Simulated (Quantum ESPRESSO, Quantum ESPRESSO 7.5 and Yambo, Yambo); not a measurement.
# Quasiparticle gap of KI (Fm-3m) in Yambo

Wanted: ground state, empty states, screening and self-energy for KI (Fm-3m).

Calculated with Quantum ESPRESSO 7.5 and Yambo 5.3.0; PBE and many-body steps on it, plane waves.

This is a report of a sequence of runs, with most program output left out.

## Step 1: The structure

The structure is cubic, space group Fm-3m (No. 225). Conventional cell: a = 7.066 Å, b = 7.066 Å, c = 7.066 Å, α = 90.00°, β = 90.00°, γ = 90.00°. K has 6 I at 3.53 Å nearest. Nearest to I lie 6 K at 3.53 Å. Farther neighbours and most contacts between anions are not listed.

The cell and positions come from the Crystallography Open Database and are kept as given unless a step says otherwise. Spin-orbit coupling is left out unless a step names it.

## Step 2: Ground state

This step: Quantum ESPRESSO 7.5; DFT, PBE, plane waves, norm-conserving pseudopotentials.

The ground-state density comes first.

The input, pw.in:

```
&control
  calculation = 'scf'
  prefix = 'x'
  outdir = 'o'
  pseudo_dir = 'pseudo'
/
&system
  ibrav = 0
  nat = 2
  ntyp = 2
  ecutwfc = 76.0
  nbnd = 22
  force_symmorphic = .true.
/
&electrons
  conv_thr = 1e-10
  electron_maxstep = 80
  mixing_beta = 0.5
/
ATOMIC_SPECIES
  K 39.098 K.upf
  I 126.9 I.upf
CELL_PARAMETERS angstrom
  0.0000000000 3.5327750000 3.5327750000
  3.5327750000 0.0000000000 3.5327750000
  3.5327750000 3.5327750000 -0.0000000000
ATOMIC_POSITIONS crystal
  K 0.0000000000 0.0000000000 0.0000000000
  I 0.5000000000 0.5000000000 0.5000000000
K_POINTS automatic
  6 6 6 0 0 0
```

On the command line:

```console
> OMP_NUM_THREADS=1 mpirun -n 4 pw.x -nk 4 -in pw.in > pw.out
```

The job ended after 14 s (4 MPI ranks of Arm Neoverse V1, shared host; peak memory 0.36 GiB; 54 s of CPU time).

Numbers from this step:

```
total energy               : -9328.9075 eV
gap                        : 3.968 eV
k of the valence top       : 0, 0, 0
k of the conduction bottom : 0, 0, 0
least direct gap           : 3.968 eV
```

The gap is direct, at Γ.

## Step 3: Bands along the symmetry lines

Levels along a band path, at the cheap level, show where the edges lie and whether the meshes to come will hold them.

The input, pw.in:

```
&control
  calculation = 'bands'
  prefix = 'x'
  outdir = 'o'
  pseudo_dir = 'pseudo'
/
&system
  ibrav = 0
  nat = 2
  ntyp = 2
  ecutwfc = 76.0
  nbnd = 23
  force_symmorphic = .true.
/
&electrons
  conv_thr = 1e-9
  electron_maxstep = 80
  diago_full_acc = .true.
  diago_thr_init = 5e-6
/
ATOMIC_SPECIES
  K 39.098 K.upf
  I 126.9 I.upf
CELL_PARAMETERS angstrom
  0.0000000000 3.5327750000 3.5327750000
  3.5327750000 0.0000000000 3.5327750000
  3.5327750000 3.5327750000 -0.0000000000
ATOMIC_POSITIONS crystal
  K 0.0000000000 0.0000000000 0.0000000000
  I 0.5000000000 0.5000000000 0.5000000000
K_POINTS crystal
  50
  0.00000000 0.00000000 0.00000000 1
  0.06250000 0.00000000 0.06250000 1
  0.12500000 0.00000000 0.12500000 1
  0.18750000 0.00000000 0.18750000 1
  0.25000000 0.00000000 0.25000000 1
  0.31250000 0.00000000 0.31250000 1
  0.37500000 0.00000000 0.37500000 1
  0.43750000 0.00000000 0.43750000 1
  0.50000000 0.00000000 0.50000000 1
  0.51562500 0.03125000 0.51562500 1
  0.53125000 0.06250000 0.53125000 1
  0.54687500 0.09375000 0.54687500 1
  0.56250000 0.12500000 0.56250000 1
  0.57812500 0.15625000 0.57812500 1
  0.59375000 0.18750000 0.59375000 1
  0.60937500 0.21875000 0.60937500 1
  0.62500000 0.25000000 0.62500000 1
  0.37500000 0.37500000 0.75000000 1
  0.32812500 0.32812500 0.65625000 1
  0.28125000 0.28125000 0.56250000 1
  0.23437500 0.23437500 0.46875000 1
  0.18750000 0.18750000 0.37500000 1
  0.14062500 0.14062500 0.28125000 1
  0.09375000 0.09375000 0.18750000 1
  0.04687500 0.04687500 0.09375000 1
  0.00000000 0.00000000 0.00000000 1
  0.06250000 0.06250000 0.06250000 1
  0.12500000 0.12500000 0.12500000 1
  0.18750000 0.18750000 0.18750000 1
  0.25000000 0.25000000 0.25000000 1
  0.31250000 0.31250000 0.31250000 1
  0.37500000 0.37500000 0.37500000 1
  0.43750000 0.43750000 0.43750000 1
  0.50000000 0.50000000 0.50000000 1
  0.50000000 0.46875000 0.53125000 1
  0.50000000 0.43750000 0.56250000 1
  0.50000000 0.40625000 0.59375000 1
  0.50000000 0.37500000 0.62500000 1
  0.50000000 0.34375000 0.65625000 1
  0.50000000 0.31250000 0.68750000 1
  0.50000000 0.28125000 0.71875000 1
  0.50000000 0.25000000 0.75000000 1
  0.50000000 0.21875000 0.71875000 1
  0.50000000 0.18750000 0.68750000 1
  0.50000000 0.15625000 0.65625000 1
  0.50000000 0.12500000 0.62500000 1
  0.50000000 0.09375000 0.59375000 1
  0.50000000 0.06250000 0.56250000 1
  0.50000000 0.03125000 0.53125000 1
  0.50000000 0.00000000 0.50000000 1
```

The job ended after 16 s (4 MPI ranks; peak memory 0.29 GiB).

Numbers from this step:

```yaml
gap: 3.968 eV
k_of_the_valence_top: 0, 0, 0
k_of_the_conduction_bottom: 0, 0, 0
least_direct_gap: 3.968 eV
```

The gap is 3.968 eV, as in the run before at this level.

The electronic bands at the labelled points (eV, zero at the top of the highest filled band):

| point | band 14 | band 15 | band 16 | band 17 | band 18 | band 19 | band 20 | band 21 |
| --- | --- | --- | --- | --- | --- | --- | --- | --- |
| Γ | -10.52 | 0.00 | 0.00 | 0.00 | 3.97 | 6.52 | 6.52 | 6.52 |
| halfway | -10.39 | -0.78 | -0.20 | -0.20 | 5.30 | 5.55 | 7.63 | 7.91 |
| X | -10.38 | -0.99 | -0.36 | -0.36 | 4.96 | 5.79 | 8.12 | 8.71 |
| halfway | -10.36 | -0.96 | -0.49 | -0.37 | 5.16 | 6.02 | 8.23 | 8.34 |
| U | -10.32 | -0.85 | -0.75 | -0.38 | 5.63 | 6.66 | 7.63 | 8.28 |
| jump to K | -10.32 | -0.85 | -0.75 | -0.38 | 5.63 | 6.66 | 7.63 | 8.28 |
| halfway | -10.34 | -0.87 | -0.30 | -0.24 | 5.55 | 6.31 | 7.22 | 7.43 |
| Γ | -10.52 | 0.00 | 0.00 | 0.00 | 3.97 | 6.52 | 6.52 | 6.52 |
| halfway | -10.38 | -0.76 | -0.18 | -0.18 | 5.06 | 6.59 | 7.13 | 7.13 |
| L | -10.24 | -1.31 | -0.33 | -0.33 | 5.54 | 7.71 | 8.19 | 8.19 |
| halfway | -10.28 | -1.10 | -0.54 | -0.39 | 6.05 | 6.87 | 7.40 | 8.28 |
| W | -10.32 | -0.72 | -0.72 | -0.60 | 6.48 | 6.48 | 6.66 | 8.19 |
| halfway | -10.35 | -0.92 | -0.48 | -0.48 | 5.38 | 6.19 | 7.89 | 8.33 |
| X | -10.38 | -0.99 | -0.36 | -0.36 | 4.96 | 5.79 | 8.12 | 8.71 |

## Step 4: Empty states on the mesh, 4×4×4 mesh, 147 bands

The sums over transitions need many empty states on a uniform mesh; this step solves for them.

The input, pw.in:

```
&control
  calculation = 'nscf'
  prefix = 'x'
  outdir = 'o'
  pseudo_dir = 'pseudo'
/
&system
  ibrav = 0
  nat = 2
  ntyp = 2
  ecutwfc = 76.0
  nbnd = 147
  force_symmorphic = .true.
/
&electrons
  conv_thr = 1e-9
  electron_maxstep = 80
  diago_full_acc = .true.
  diago_thr_init = 5e-6
/
ATOMIC_SPECIES
  K 39.098 K.upf
  I 126.9 I.upf
CELL_PARAMETERS angstrom
  0.0000000000 3.5327750000 3.5327750000
  3.5327750000 0.0000000000 3.5327750000
  3.5327750000 3.5327750000 -0.0000000000
ATOMIC_POSITIONS crystal
  K 0.0000000000 0.0000000000 0.0000000000
  I 0.5000000000 0.5000000000 0.5000000000
K_POINTS automatic
  4 4 4 0 0 0
```

Run time: 25 s. Hardware: 4 MPI ranks; peak memory 0.56 GiB; 1.7 min of CPU time.

Numbers from this step:

| Quantity | Value |
| --- | --- |
| gap | 3.968 eV |
| k of the valence top | 0, 0, 0 |
| k of the conduction bottom | 0, 0, 0 |
| least direct gap | 3.968 eV |
| k points computed | 8 |
| lowest point of the top converged band, above the valence top | 67.9421 eV |

On this mesh the gap is 3.968 eV.

## Step 5: Conversion and set-up

This step: Yambo 5.3.0; conversion and set-up on PBE, plane waves, norm-conserving pseudopotentials.

The states are converted to the many-body program's format and the q mesh is built.

On the command line:

```console
> (cd o/x.save; p2y > p2y.log; mv SAVE ../..); yambo > setup.log
```

Run time: 3.5 s. Hardware: 1 MPI rank; peak memory 0.26 GiB.

## Step 6: Screening and self-energy, 4×4×4 mesh, 147 bands, screening to 149.7 eV

Now the one-shot GW correction: screening in the RPA, then the self-energy of the levels asked for.

This step: G0W0 on PBE, plane waves, norm-conserving pseudopotentials.

The input, gw1.in:

```
HF_and_locXC
gw0
dyson
ppa
em1d
rim_cut
RandQpts= 1000000
RandGvec= 1 RL
EXXRLvcs= 76 Ry
VXCRLvcs= 304 Ry
Chimod= "HARTREE"
% BndsRnXp
 1 | 147 |
%
NGsBlkXp= 11 Ry
% LongDrXp
 1 | 1 | 1 |
%
% GbndRnge
 1 | 147 |
%
DysSolver= "n"
ExtendOut
PPAPntXp= 27.21138 eV
% QPkrange
 1 | 1 | 16 | 19 |
%
```

On the command line:

```console
> OMP_NUM_THREADS=1 mpirun -n 4 yambo -F gw1.in -J gw1 -C gw1 > gw1.log
```

It took 3.7 min on 4 MPI ranks; peak memory 2.1 GiB; 15 min of CPU time.

This step gave:

| Item | Value |
| --- | --- |
| G0W0 gap on the points computed | 6.025 eV |
| starting gap on the mesh | 3.968 eV |
| k of the valence top | 0, 0, 0 |
| k of the conduction bottom | 0, 0, 0 |
| least direct G0W0 gap on the computed points | 6.025 eV |
| Z at the valence top | 0.8264 |
| Z at the conduction bottom | 0.8632 |

The gap on the mesh goes from 3.97 eV to 6.02 eV, a correction of +2.06 eV.

Limits: finite bands, cutoff and mesh; no spin-orbit coupling. v1 is the top filled band, c1 the lowest empty one. Levels before and after the correction, in eV, zero at the valence-band top of each column:

|  | conduction bottom | valence top |
| --- | --- | --- |
| Kohn-Sham | 3.97 | 0.00 |
| G0W0 | 6.02 | 0.00 |

|  | level | energy (eV) |
| --- | --- | --- |
| Kohn-Sham | Γ v2-v1 | 0.000 |
| Kohn-Sham | Γ c1 | 3.968 |
| Kohn-Sham | Γ c2 | 6.523 |
| G0W0 | Γ v2-v1 | 0.000 |
| G0W0 | Γ c1 | 6.025 |
| G0W0 | Γ c2 | 9.205 |

## Step 7: Where the time went

Times are wall times on the hardware named with each run, good to a factor of about two.

| step | time | share | memory (GiB) |
| --- | --- | --- | --- |
| ground state | 14 s | 5 % | 0.36 |
| bands along the symmetry lines | 16 s | 6 % | 0.29 |
| empty states on the mesh | 25 s | 9 % | 0.56 |
| conversion and set-up | 3.5 s | 1 % | 0.26 |
| screening and self-energy | 3.7 min | 79 % | 2.1 |

## Step 8: Results

- PBE gap: 3.97 eV, direct
- G0W0 gap on the mesh: 6.02 eV
- GW settings: 4×4×4 mesh, 147 bands, screening to 149.7 eV, Godby-Needs plasmon pole
- known limits: not at the basis limit; no spin-orbit coupling

What this shows: G0W0 moves the gap on the mesh from 3.97 eV to 6.02 eV (+2.06 eV), with Z of 0.83 and 0.86 at the edges. Only 1 of the mesh's irreducible points was corrected, so a valley elsewhere could overtake. The dearest step here is «screening and self-energy». Bands and cutoff are finite, so the gap is not at the basis limit. The miss can reach some tenths of an eV and take either sign; the mesh is an error of its own. In the G0W0 run levels were corrected at 1 k point alone, so a gap called «on the mesh» is the least over those, and an edge elsewhere would be missed. The many-body steps are scalar-relativistic: spin-orbit coupling is not in them.

[Paths, hosts, dates, memory and timing lines, banners, echoed tables and standing remarks are left out of the program output.]

[Logs are printed without paths, hosts, clocks, repeated set-up lines and the standing remarks that a program may print on its own settings, such as how far it seeks lower states.]

[Runs of the session that timed out or met a known fault of the program may be left out.]

[Hosts, paths, dates, database ids (printed as entryN), source tags and the programs' standing remarks are cut or masked in the printed files.]
